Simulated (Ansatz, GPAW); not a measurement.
SiO$_{2}$: GLLB-SC, run from Python

These are simulated results from GPAW 26.7.0, not measurements. The cell began as a measured structure and was relaxed with r2SCAN in plane waves (Ansatz 0.2.0). All runs are without spin polarisation.

It is hexagonal, P6_222 (No. 180); conventional cell a = 5.059 Å, c = 5.541 Å, 13.65 Å³ an atom. Si has 4 O at 1.61 Å; O has 2 Si at 1.61 Å.

GLLB-SC is a model potential. Its fundamental gap is the Kohn-Sham gap plus a derivative discontinuity, which the script evaluates at the band edges among the listed k points. Its total energy isn't variational and serves nothing here.

Input script:

```python
import json
from ase import Atoms
from gpaw import GPAW, PW, FermiDirac

atoms = Atoms(['Si', 'Si', 'Si', 'O', 'O', 'O', 'O', 'O', 'O'],
              cell=[[5.05905841, 0.0, 0.0], [-2.52952921, 4.38127311, 0.0], [0.0, 0.0, 5.54103614]],
              scaled_positions=[[0.5, 0.5, 0.333333333], [0.0, 0.5, 0.666666667], [0.5, 0.0, 0.0], [0.208240418, 0.791759582, 0.833333333], [0.416480836, 0.208240418, 0.166666667], [0.208240418, 0.416480836, 0.5], [0.791759582, 0.208240418, 0.833333333], [0.583519164, 0.791759582, 0.166666667], [0.791759582, 0.583519164, 0.5]],
              pbc=True)
calc = GPAW(mode=PW(400), xc='GLLBSC', kpts={'size': (6, 6, 4), 'gamma': True},
            occupations=FermiDirac(0.02), maxiter=100, legacy_gpaw=True, txt='gpaw.txt')
atoms.calc = calc
res = {'energy': atoms.get_potential_energy(force_consistent=True)}
res['electrons'] = calc.get_number_of_electrons()
res['k'] = calc.get_ibz_k_points().tolist()
res['levels'] = [calc.get_eigenvalues(kpt=i).tolist() for i in range(len(res['k']))]
points = [[0.0, 0.0, 0.0], [0.5, 0.0, 0.0], [0.333333, 0.333333, 0.0], [0.0, 0.0, 0.5], [0.5, 0.0, 0.5], [0.333333, 0.333333, 0.5], [0.0, 0.0, 0.427083]]
bands = calc.fixed_density(kpts=points, symmetry='off', nbands=round(res['electrons']) // 2 + 6, convergence={'bands': -2}, txt='bands.txt')
res['points'] = [bands.get_eigenvalues(kpt=i).tolist() for i in range(len(points))]
homo, lumo = bands.get_homo_lumo()
potential = calc.hamiltonian.xc.response.calculate_discontinuity_potential(homo, lumo)
res['discontinuity'] = bands.hamiltonian.xc.response.calculate_discontinuity(potential)
json.dump(res, open('results.json', 'w'))
print('free energy (eV):', round(res['energy'], 5))
```

Command: `python run.py`. It took 99 s on 1 thread of Arm Neoverse V2, on a shared host, peak memory 0.31 GiB.

The log gpaw.txt, trimmed of paths, versions and times, then the last line on the terminal. An iter line gives the energy in eV and the logarithms of the changes of orbitals (plane waves alone) and density (c: converged):

```
___ ___ ___ _ _ _
 |   |   |_  | | | |

 | | | | | . | | | |

 |__ |  _|___|_____|  26.7.0
 |___|_|

Input parameters:
  kpts: {gamma: True,
         size: (6, 6, 4)}
  maxiter: 100
  mode: {ecut: 400.0,
         name: pw}
  occupations: {fixmagmom: False,
                name: fermi-dirac,
                width: 0.02}
  xc: GLLBSC

System changes: positions, numbers, cell, pbc, initial_charges, initial_magmoms

Initialize ...

species:
  Si:
    name:    Silicon
    Z:       14.0
    valence: 4
    core:    10
    charge:  0.0  # [|e|]
    compensation charges:
      type: gauss
      rc: 0.33  # [Å]
      lmax: 2
    cutoffs:
      filter: 1.86  # [Å]
      core: 2.06  # [Å]
    projectors
    | kind |    occ | energy [eV] | rcut [Å] |

    |------|--------|-------------|----------|

    |   3s |  2.000 |     -12.033 |    1.058 |

    |   3p |  2.000 |      -5.571 |    1.058 |

    |    s |        |      15.179 |    1.058 |

    |    p |        |      21.640 |    1.058 |

    |    d |        |       0.000 |    1.058 |

    Using partial waves for Si as LCAO basis

  O:
    name:    Oxygen
    Z:       8.0
    valence: 6
    core:    2
    charge:  0.0  # [|e|]
    compensation charges:
      type: gauss
      rc: 0.21  # [Å]
      lmax: 2
    cutoffs:
      filter: 1.17  # [Å]
      core: 0.83  # [Å]
    projectors
    | kind |    occ | energy [eV] | rcut [Å] |

    |------|--------|-------------|----------|

    |   2s |  2.000 |     -28.986 |    0.688 |

    |   2p |  4.000 |     -13.358 |    0.598 |

    |    s |        |      -1.774 |    0.688 |

    |    p |        |      13.853 |    0.598 |

    |    d |        |       0.000 |    0.619 |

    Using partial waves for O as LCAO basis

Reference energy: -35815.560225  # eV

Spin-paired calculation

Convergence criteria:
 Maximum [total energy] change in last 3 cyles: 0.0005 eV / valence electron
 Maximum integral of absolute [dens]ity change: 0.0001 electrons / valence electron
 Maximum integral of absolute [eigenst]ate change: 4e-08 eV^2 / valence electron
 Maximum number of scf [iter]ations: 100
 (Square brackets indicate name in SCF output, whereas a 'c' in
 the SCF output indicates the quantity has converged.)

Symmetries present (total): 2

  ( 1  0  0)  (-1  0  0)
  ( 0  1  0)  ( 0 -1  0)
  ( 0  0  1)  ( 0  0  1)

144 k-points: 6 x 6 x 4 Monkhorst-Pack grid + [1/12,1/12,1/8]
60 k-points in the irreducible part of the Brillouin zone
       k-points in crystal coordinates                weights
   0:     0.00000000    0.00000000    0.00000000          1/144
   1:     0.00000000    0.00000000    0.25000000          2/144
   2:     0.00000000    0.00000000    0.50000000          1/144
   3:     0.00000000    0.16666667    0.00000000          2/144
   4:     0.00000000    0.16666667    0.25000000          4/144
   5:     0.00000000    0.16666667    0.50000000          2/144
   6:     0.00000000    0.33333333    0.00000000          2/144
   7:     0.00000000    0.33333333    0.25000000          4/144
   8:     0.00000000    0.33333333    0.50000000          2/144
   9:     0.00000000    0.50000000    0.00000000          1/144
          ...
  59:     0.50000000    0.50000000    0.50000000          1/144

Wave functions: Plane wave expansion
  Cutoff energy: 400.000 eV
  Number of coefficients (min, max): 2208, 2250
  Pulay-stress correction: 0.000000 eV/Ang^3 (de/decut=0.000000)
  Using FFTW library
  ScaLapack parameters: grid=1x1, blocksize=None
  Wavefunction extrapolation:
    Improved wavefunction reuse through dual PAW basis

Occupation numbers: Fermi-Dirac:
  width: 0.0200  # eV

Eigensolver
   Davidson(niter=2)

Densities:
  Coarse grid: 24*24*27 grid
  Fine grid: 48*48*54 grid
  Total Charge: 0.000000

Density mixing:
  Method: separate
  Backend: msr1
  Linear mixing parameter: 0.05
  old densities: 10
  Width of damping distribution: 1.1
  Damping of long wavelength oscillations: 20

Hamiltonian:
  XC and Coulomb potentials evaluated on a 48*48*54 grid
  Using the GLLBSC Exchange-Correlation functional
  External potential:
    NoExternalPotential

XC parameters: GLLBSC functional being used consists of
  -----------------------------------------------------------------------
  | Weight | Module     | Description                                   |

  -----------------------------------------------------------------------
  |  1.000 | SCREENING  | GGA_X_PBE_SOL with 2 nearest neighbor stencil |

  |  1.000 | RESPONSE   | eps=0.0500 eV                                 |

  |  1.000 | XC         | GGA_C_PBE_SOL with 2 nearest neighbor stencil |

  -----------------------------------------------------------------------

Memory estimate:
  Process memory now: 115.32 MiB
  Calculator: 105.56 MiB
    Density: 8.42 MiB
      Arrays: 3.08 MiB
      Localized functions: 2.96 MiB
      Mixer: 2.37 MiB
    Hamiltonian: 2.09 MiB
      Arrays: 2.02 MiB
      XC: 0.00 MiB
      Poisson: 0.00 MiB
      vbar: 0.07 MiB
    Wavefunctions: 95.05 MiB
      Arrays psit_nG: 67.98 MiB
      Eigensolver: 1.47 MiB
      Projections: 3.53 MiB
      Projectors: 19.42 MiB
      PW-descriptor: 2.65 MiB

Total number of cores used: 1

Number of atoms: 9
Number of atomic orbitals: 36
Number of bands in calculation: 33
Number of valence electrons: 48
Bands to converge: occupied

... initialized

Initializing position-dependent things.

Density initialized from atomic densities
Creating initial wave functions:
  33 bands from LCAO basis set
Positions:
   0 Si     1.264765    2.190637    1.847012    ( 0.0000,  0.0000,  0.0000)
   1 Si    -1.264765    2.190637    3.694024    ( 0.0000,  0.0000,  0.0000)
   2 Si     2.529529    0.000000    0.000000    ( 0.0000,  0.0000,  0.0000)
   3 O     -0.949279    3.468915    4.617530    ( 0.0000,  0.0000,  0.0000)
   4 O      1.580251    0.912358    0.923506    ( 0.0000,  0.0000,  0.0000)
   5 O     -0.000000    1.824716    2.770518    ( 0.0000,  0.0000,  0.0000)
   6 O      3.478808    0.912358    4.617530    ( 0.0000,  0.0000,  0.0000)
   7 O      0.949279    3.468915    0.923506    ( 0.0000,  0.0000,  0.0000)
   8 O      2.529529    2.556557    2.770518    ( 0.0000,  0.0000,  0.0000)

Unit cell:
           periodic     x           y           z      points  spacing
  1. axis:    yes    5.059058    0.000000    0.000000    24     0.1826
  2. axis:    yes   -2.529529    4.381273    0.000000    24     0.1826
  3. axis:    yes    0.000000    0.000000    5.541036    27     0.2052

  Lengths:   5.059058   5.059058   5.541036
  Angles:   90.000000  90.000000 120.000000

Effective grid spacing dv^(1/3) = 0.1991

iter:   1   -79.260542
iter:   2   -79.070056   -1.90  -0.69
iter:   3   -61.683613   -0.18  -0.72
iter:   4   -62.274033   -1.07  -0.93
iter:   5   -63.491641   -1.14  -1.33
iter:   6   -61.518181   -2.10  -1.39
iter:   7   -61.252489   -2.86  -2.02
iter:   8   -61.177731   -3.53  -2.49
iter:   9   -61.165775   -4.56  -3.32
iter:  10   -61.212028   -5.20  -3.24
iter:  11   -61.203237   -6.56  -3.98
iter:  12   -61.203369c  -7.40c -4.32c

Converged after 12 iterations.

Energy contributions relative to reference atoms: (reference = -35815.560225)

Kinetic:        +55.476756
Potential:      -32.553589
External:        +0.000000
XC:             -83.296328
Entropy (-ST):   -0.000000
Local:           -0.830208
SIC:             +0.000000
--------------------------
Free energy:    -61.203369
Extrapolated:   -61.203369

GLLBSC response reference energy: -2.08641 eV (from HOMO)

Showing only first 2 kpts
 Kpt  Band  Eigenvalues  Occupancy
  0    22     -2.46814    2.00000
  0    23     -2.17726    2.00000
  0    24      4.76532    0.00000
  0    25      8.26405    0.00000

  1    22     -2.17733    2.00000
  1    23     -2.14061    2.00000
  1    24      5.30078    0.00000
  1    25      7.81842    0.00000

Fermi level: 2.63387

Gap: 6.851 eV
Transition (v -> c):
  (s=0, k=57, n=23, [0.50, 0.50, 0.00]) -> (s=0, k=0, n=24, [0.00, 0.00, 0.00])
Direct/indirect transitions are different
Direct gap: 6.943 eV
Transition at: (s=0, k=0, n=23, [0.00, 0.00, 0.00])

free energy (eV): -61.20337
```

The gap in the log is over the mesh alone; results.json adds the listed points. GLLB-SC gives a gap of 9.56 eV (6.852 eV Kohn-Sham over the listed points plus 2.705 eV discontinuity). On the same cell, plane-wave PBE (Ansatz, 6×6×6 k points and the special points) gives a gap of 5.71 eV and r2SCAN a gap of 6.29 eV; on shared hosts these took about 11 and 23 core-seconds on the 9-atom cell, against 99 for the script. Semilocal gaps usually lie below measured ones.
